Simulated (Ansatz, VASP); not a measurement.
## One calculation of Ge, two programs

```
Ge
1.0
    -1.65994    1.65994    1.65994
     1.65994   -1.65994    1.65994
     1.65994    1.65994   -1.65994
Ge
1
Direct
  0.00000 0.00000 0.00000
```

Alike in both runs: functional PBEsol; k mesh 6 × 6 × 6; occupations gaussian, width 0.1 eV; no spin polarisation.

Ansatz relaxed the structure, and its values are those at the end. VASP's run is a single point on that final structure, the one shown.

|  | VASP | Ansatz |
| --- | --- | --- |
| version | VASP 6.6.1 | Ansatz 0.2.0 |
| potentials or method | VASP PAW PBE potentials, release 64 (Ge_d) | scalar-relativistic, plane waves, PAW |
| plane-wave cutoff (eV) | 520 | 420 |
| valence electrons in the cell | 14 | 14 |

```csv
,VASP,Ansatz,Ansatz less VASP
gap on the k mesh at the Fermi level (eV),none,none,-
pressure (GPa),0.2,0.2,+0.03
```

A gap of «none» marks a metal or a gap that the smearing closes.

Caveats: the k mesh is coarse (spacing up to 0.45 Å⁻¹), so the values aren't converged; the PAW data sets were made with another functional, which shifts forces and pressure a little (VASP).
